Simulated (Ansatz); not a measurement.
# CO2: H interstitial

Level of theory: Ansatz, DFT PBE+D3(BJ), scalar-relativistic, plane waves, PAW. (420 eV cutoff, 2×2×2 k-mesh, Gaussian smearing of 0.01 eV, collinear spin in charge 0 alone)

Host crystal, relaxed:

```yaml
crystal:
  lattice:
    - [4.42669, 0.00000, 0.00000]
    - [0.00000, 4.42669, 0.00000]
    - [0.00000, 0.00000, 4.80898]
  atoms:
    - { symbol: C, position: [0.50000, 0.50000, 0.50000] }
    - { symbol: C, position: [0.00000, 0.00000, 0.00000] }
    - { symbol: O, position: [0.31325, 0.68675, 0.50000] }
    - { symbol: O, position: [0.68675, 0.31325, 0.50000] }
    - { symbol: O, position: [0.18675, 0.18675, 0.00000] }
    - { symbol: O, position: [0.81325, 0.81325, 0.00000] }
```

Supercell of 48 atoms, rows in host cell vectors: 0 0 2; 0 -2 1; 2 0 1. Atoms relax at the host's cell, keeping the symmetry that the supercell leaves at the site. The cell is small, so energies carry finite-size errors of tenths of an eV. The host's Kohn–Sham gap is 6.55 eV. Atoms are taken from and returned to the elements' standard states. Charged cells are corrected for image charges with the computed static dielectric tensor (mean 2.1) and aligned with the host's potential at far atoms (alignment terms reach 0.06 eV; the program doubts the alignment in some charges, where it is up to 0.06 eV). No band-filling term is added, and the Fermi level counts from the host's valence band top.

Defect: H interstitial at (0.150, 0.150, 0.450) of the host cell.

Task: What is the formation energy of the neutral defect?

Result: 2.46 eV.

Task: Does the neutral defect carry a moment, and how do its surroundings relax?

Result: It changes the cell's moment by 1.00 μB. The nearest neighbours before are 1 O at 2.18 Å, 2 O at 2.19 Å, 1 C at 2.20 Å, 1 C at 2.36 Å, 2 O at 2.50 Å; after relaxation the atoms near the site are 2 O at 2.41 Å, 1 C at 2.55 Å, 1 C at 2.57 Å, 1 C at 2.67 Å, 1 O at 2.69 Å, 1 O at 2.71 Å, 2 O at 2.91 Å, 1 O at 2.92 Å, 1 O at 2.94 Å; the largest move is 0.55 Å.

Task: Charges +1, 0 were computed. Which is stable where in the gap?

Result: Among the charges computed the stable one is +1 at the valence band top, changing to 0 at 3.04 eV. Other sites of the defect weren't tried. Levels between neighbouring charges: (+1/0) 3.04 eV.